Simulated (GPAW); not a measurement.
# Ca in GPAW: reference runs

Aim: a first look at Ca with PBE, on the cell as given.

All numbers are computed with GPAW 26.7.0; they aren't measurements. Logs are shortened: lines on timing, memory, paths and dates and some standing lists are left out, and cuts for length are marked. The log counts tension as positive stress, the text compression.

## (1) The cell of the first run

The cell holds a slab with vacuum, 4 atoms: a = 3.980 Å, b = 3.980 Å, c = 24.780 Å, α = 90.00°, β = 90.00°, γ = 120.00°.

## (2) Single point, PBE (the (0 0 1) slab of Ca, cut from the database cell, not relaxed)

The input, run.py:

```python
import numpy as np
from ase import Atoms
from ase.dft.bandgap import bandgap
from ase.io import write
from ase.units import Bohr
from gpaw import GPAW, PW
from gpaw.elf import elf_from_dft_calculation

atoms = Atoms(['Ca', 'Ca', 'Ca', 'Ca'],
              cell=[[3.9799995206, 0, 0.0],
                    [-1.9899997603, 3.4467806919, 0.0],
                    [0.0, 0.0, 24.78]],
              scaled_positions=[[0.6666666667, 0.3333333334, 0.3026634383],
                                [0.3333333333, 0.6666666666, 0.4342211461],
                                [0.6666666667, 0.3333333334, 0.5657788539],
                                [0.3333333333, 0.6666666666, 0.6973365617]],
              pbc=True)
atoms.pbc = (True, True, False)

calc = GPAW(mode=PW(450),
            xc='PBE',
            kpts={'size': (8, 8, 1), 'gamma': True},
            occupations={'name': 'fermi-dirac', 'width': 0.05},
            nbands=33,
            convergence={'density': 1e-05, 'energy': 1e-05},
            maxiter=150,
            poissonsolver={'dipolelayer': 'xy'},
            txt='gpaw.txt')
atoms.calc = calc
energy = atoms.get_potential_energy()
forces = atoms.get_forces()
calc.write('gs.gpw')
write('result.traj', atoms)
print(f'Energy: {energy:.6f} eV')
print('Forces (eV/A):')
print(forces.round(4))
print('Fermi level:', round(calc.get_fermi_level(), 4), 'eV')
print(f'Gap: {bandgap(calc)[0]:.4f} eV, direct: {bandgap(calc, direct=True)[0]:.4f} eV')

v = calc.get_electrostatic_potential().mean(axis=(0, 1))
z = np.arange(len(v)) * atoms.cell[2, 2] / len(v)
ef = calc.get_fermi_level()
np.savetxt('planar.dat', np.c_[z, v], fmt='%.4f')
below, above = np.interp([1.5, atoms.cell[2, 2] - 1.5], z, v) - ef
print(f'Work functions: bottom {below:.4f} eV, top {above:.4f} eV')
print('Dipole moment:', *calc.get_dipole_moment().round(5), 'e A')

# fields on the real-space grid
write('density.cube', atoms, data=calc.get_pseudo_density() * Bohr**3)
write('potential.cube', atoms, data=calc.get_electrostatic_potential())
write('elf.cube', atoms, data=elf_from_dft_calculation(calc).data)
```

Potentials or basis: GPAW PAW data sets (gpaw-data 1.2.1), pw.

The run is started by

```sh
> OMP_NUM_THREADS=1 python run.py
```

gpaw.txt:

```text
__  _  _
 | _ |_)|_||  |
 |__||  | ||/\| - 26.7.0

Input parameters:
  mode=PW(ecut=450.00000000000006),
  convergence={'density': 1e-05, 'energy': 1e-05},
  kpts=MonkhorstPack(size=(8, 8, 1), gamma=True),
  maxiter=150,
  nbands=33,
  occupations=Occupations(name='fermi-dirac', width=0.05),
  poissonsolver=PoissonSolver(dipolelayer='xy'),
  xc=XC(name='PBE')

Diagonalizing LCAO Hamiltonian
Converting LCAO to pw mode

        Ca

            Ca

        Ca

            Ca

Atoms  # Å, Bohr magnetons
|   | symbol |         x |        y |         z |    initial magnetic moments |
|---|--------|-----------|----------|-----------|-----------------------------|
| 0 |     Ca |  1.990000 | 1.148927 |  7.500000 | ( 0.0000,  0.0000,  0.0000) |
| 1 |     Ca | -0.000000 | 2.297854 | 10.760000 | ( 0.0000,  0.0000,  0.0000) |
| 2 |     Ca |  1.990000 | 1.148927 | 14.020000 | ( 0.0000,  0.0000,  0.0000) |
| 3 |     Ca | -0.000000 | 2.297854 | 17.280000 | ( 0.0000,  0.0000,  0.0000) |

Unit cell  # Å
| periodic |         x |        y |         z |   lengths |     angles |
|----------|-----------|----------|-----------|-----------|------------|
|      yes |  3.980000 | 0.000000 |  0.000000 |  3.980000 |  90.000000 |
|      yes | -1.990000 | 3.446781 |  0.000000 |  3.980000 |  90.000000 |
|       no |  0.000000 | 0.000000 | 24.780000 | 24.780000 | 120.000000 |

Number of symmetries: 12
Symmetry operations  # r_c * U_cc + t_c -> r_c
|    | kind |            matrix            |
|----|------|------------------------------|
|  0 |  σ   |  1, 1, 0,  0,-1, 0,  0, 0, 1 |
|  1 |  S6  |  1, 1, 0, -1, 0, 0,  0, 0,-1 |
|  2 |  E   |  1, 0, 0,  0, 1, 0,  0, 0, 1 |
|  3 |  C2  |  1, 0, 0, -1,-1, 0,  0, 0,-1 |
|  4 |  C2  |  0, 1, 0,  1, 0, 0,  0, 0,-1 |
|  5 |  C3  |  0, 1, 0, -1,-1, 0,  0, 0, 1 |
|  6 |  S6  |  0,-1, 0,  1, 1, 0,  0, 0,-1 |
|  7 |  σ   |  0,-1, 0, -1, 0, 0,  0, 0, 1 |
|  8 |  σ   | -1, 0, 0,  1, 1, 0,  0, 0, 1 |
|  9 |  i   | -1, 0, 0,  0,-1, 0,  0, 0,-1 |
| 10 |  C3  | -1,-1, 0,  1, 0, 0,  0, 0, 1 |
| 11 |  C2  | -1,-1, 0,  0, 1, 0,  0, 0,-1 |

BZ-sampling:
  Number of BZ points: 64
  Number of IBZ points: 10

  Monkhorst-Pack size: [8, 8, 1]
  Monkhorst-Pack shift: [0.0625, 0.0625, 0.0]

K-points  # in reciprocal-cell coordinates
|   |                                coordinates |     weight |
|---|--------------------------------------------|------------|
| 0 | (  0.00000000,   0.00000000,   0.00000000) | 0.01562500 |
| 1 | (  0.12500000,   0.00000000,   0.00000000) | 0.09375000 |
| 2 | (  0.25000000,  -0.12500000,   0.00000000) | 0.09375000 |
| 3 | (  0.25000000,   0.00000000,   0.00000000) | 0.09375000 |
| 4 | (  0.37500000,  -0.12500000,   0.00000000) | 0.18750000 |
| 5 | (  0.37500000,   0.00000000,   0.00000000) | 0.09375000 |
| 6 | (  0.37500000,   0.37500000,   0.00000000) | 0.09375000 |
| 7 | (  0.50000000,   0.25000000,   0.00000000) | 0.09375000 |
| 8 | (  0.50000000,   0.37500000,   0.00000000) | 0.18750000 |
| 9 | (  0.50000000,   0.50000000,   0.00000000) | 0.04687500 |

Plane wave coefficients: 7390
Cutoff: 450.00000000000006 eV

Spin-components: 1 (collinear spins)
Bands:           33
Projectors:      20
Spin-degeneracy: 2
Datatype:        complex128

Density:
  Valence electrons: 40.0
  Components: 1
  Grid points: [ 20  20 125]
  Charge: 0.0  # |e|

Potential:
  Grid points: [ 20  20 125]

species:
  Ca:
    name:    Calcium
    Z:       20.0
    valence: 10
    core:    10
    charge:  0.0  # [|e|]
    compensation charges:
      type: gauss
      rc: 0.37  # [Å]
      lmax: 2
    cutoffs:
      filter: 2.10  # [Å]
      core: 1.17  # [Å]
    projectors
    | kind |    occ | energy [eV] | rcut [Å] |
    |------|--------|-------------|----------|
    |   3s |  2.000 |     -47.086 |    1.175 |
    |   4s |  2.000 |      -3.766 |    1.175 |
    |   3p |  6.000 |     -28.008 |    1.154 |
    |    p |        |      -0.797 |    1.154 |
    |    d |        |       0.000 |    0.937 |

    Using partial waves for Ca as LCAO basis

Reference energy: -74043.476929  # eV

eigensolver:
  PPCG
  Converge bands: occupied
  niter=2

density mixing:
  MSR1-Mixer
  Pratt-step length: 0.05
  Maximum mixing coefficient: 0.75
  Old densities: 10
  SVD Regularization: 0.005
  Good broyden scale: 1.0
  Trust region scale: 1.0
  Backstep threshold: 4.0
  History deletion threshold: 6.0
  Fourier metric: weight=20.0, sigma=0.015

occupation numbers:
  Fermi-Dirac:
    width: 0.0500  # eV

<gpaw.new.pw.poisson.DipoleLayerPWPoissonSolver object>
xc functional:
  name: PBE with 2 nearest neighbor stencil
[... 8 lines left out ...]
|iter     | |      energy | eigst |  dens |
|---------|-|-------------|-------|-------|
|iter:   1| |   -6.489123 | +0.36 |       |
|iter:   2| |   -7.318498 | -0.69 | -1.43 |
|iter:   3| |   -9.102937 | -0.91 | -1.48 |
|iter:   4| |   -7.385568 | -1.70 | -1.02 |
|iter:   5| |   -7.369354 | -2.59 | -1.58 |
|iter:   6| |   -7.336782 | -2.88 | -1.71 |
|iter:   7| |   -7.330547 | -3.75 | -2.05 |
|iter:   8| |   -7.330657 | -4.35 | -2.35 |
|iter:   9| |   -7.330948 | -4.84 | -2.77 |
|iter:  10| |   -7.330927c| -5.90 | -3.36 |
|iter:  11| |   -7.330925c| -6.66 | -3.98 |
|iter:  12| |   -7.330924c| -7.40c| -4.44 |
|iter:  13| |   -7.330924c| -7.62c| -4.94 |
|iter:  14| |   -7.330924c| -7.92c| -5.49c|

Converged in 14 steps
Energy contributions relative to reference atoms: (reference = -74043.476929)

Energy contributions:
  Kinetic:          -3.161618
  Coulomb:          10.299294
  Zero:             -1.816754
  External:          0.000000
  Xc:              -12.635395
  Entropy:          -0.032900
  Spinorbit:         0.000000
  ----------------------------
  Free energy:      -7.347374
  Extrapolated:     -7.330924

dipole moment: (0.000001, 0.000001, 0.000009)  # |e|*Ang

Fermi level: 0.295
Eigenvalues  # (at kpt = [0.000, 0.000, 0.000])
| band index |      eig [eV] | occ [0-2] |
|------------|---------------|-----------|
|          0 |       -42.248 |     2.000 |
|        ... |               |           |
|         13 |       -22.833 |     2.000 |
|         14 |       -22.825 |     2.000 |
|         15 |       -22.825 |     2.000 |
|         16 |        -3.492 |     2.000 |
|         17 |        -3.017 |     2.000 |
|         18 |        -2.249 |     2.000 |
[... 8 lines left out ...]
|         27 |         2.364 |     0.000 |
|         28 |         2.453 |     0.000 |
|        ... |               |           |
|         32 |         3.106 |     0.000 |

No gap
No difference between direct/indirect transitions
vacuum-level: 3.300  # V
Workfunctions: 3.005, 3.005 eV (top, bottom)

Forces  # eV/Ang
|        x |        y |        z |
|----------|----------|----------|
|  0.00000 |  0.00000 |  0.14694 |  # Ca   0
| -0.00000 |  0.00000 | -0.07119 |  # Ca   1
|  0.00000 |  0.00000 |  0.07119 |  # Ca   2
| -0.00000 | -0.00000 | -0.14694 |  # Ca   3

# Writing to gs.gpw (mode='')
```

Run time: 54 s. Hardware: 1 thread of Arm Neoverse V1, shared host; peak memory 0.25 GiB.

Results:

- Free energy: -7.3474 eV
- Largest force: 0.147 eV/Å
- Band gap on the k mesh: none (metal or under the smearing width)
- Dipole across the slab: 0.00 e·Å
- Work function of the upper face: 3.00 eV
- Work function of the lower face: 3.00 eV

Forces in eV/Å, atoms in the order of the input:
```
Ca   0.000  0.000  0.147
Ca   0.000  0.000 -0.071
Ca   0.000  0.000  0.071
Ca   0.000  0.000 -0.147
```

Caveat: the cell was measured hot, at 723 K.
